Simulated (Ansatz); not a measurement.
CH₃OH + `F[C](F)F`• → `[CH2]O`• + `FC(F)F` at 400 K and 1 bar (hydrogen abstraction from a C–H bond).

Calculated with Ansatz (gas phase, PBE0-D4/def2-TZVP geometries, no zero-point term in ΔE). CCSD(T)/CBS is the MP2 limit (def2-TZVPP, def2-QZVPP) plus CCSD(T) − MP2 in def2-TZVPP, frozen cores. This one scheme is used for every species. Open shells (•) are unrestricted, without spin–orbit coupling.

```
    species  CCSD(T)/CBS energy (Eh)  H − E (kJ/mol)  S (J/(mol·K))
      CH₃OH               -115.61712           151.2          252.6
`F[C](F)F`•               -337.34656            49.3          279.9
  `[CH2]O`•               -114.95134           114.7          255.4
   `FC(F)F`               -338.02896            84.0          275.7
```

H − E and S are ideal-gas, rigid-rotor, harmonic terms from PBE0-D4/def2-TZVP, for one conformer and one mirror image of each species, with the whole ground term of open shells counted as degenerate. 1 Eh = 2625.50 kJ/mol, R = 8.31446 J/(mol·K).

Task: By hand: ΔE, ΔH, ΔS and ΔG.

Result: ΔE = (-114.95134) + (-338.02896) − (-115.61712) − (-337.34656) = -0.01662 Eh = -43.6 kJ/mol. Δ(H − E) = 114.7 + 84.0 − 151.2 − 49.3 = -1.8, so ΔH = -45.4 kJ/mol. ΔS = 255.4 + 275.7 − 252.6 − 279.9 = -1.4 J/(mol·K). ΔG = -45.4 − 400 × (-1.4)/1000 = -44.8 kJ/mol.

Task: By hand: the equilibrium constant, and the temperature at which ΔG would vanish if ΔH and ΔS stayed fixed.

Result: log₁₀ K = −ΔG/(RT ln 10) = 5.9. ΔG = 0 at ΔH/ΔS = 32429 K, far beyond where these terms or the molecules hold.

The number of gas molecules stays the same, so ΔS is small and ΔH decides. A doubt of 5 kJ/mol in ΔE shifts log₁₀ K by 0.7 here. Other conformers and mirror images would add mixing entropy, several J/(mol·K) or more a flexible species. These are equilibria of isolated gas molecules and say nothing of rates. Largest T1 diagnostic: 0.016 (customary marks: 0.02 for closed shells, 0.045 for open ones).
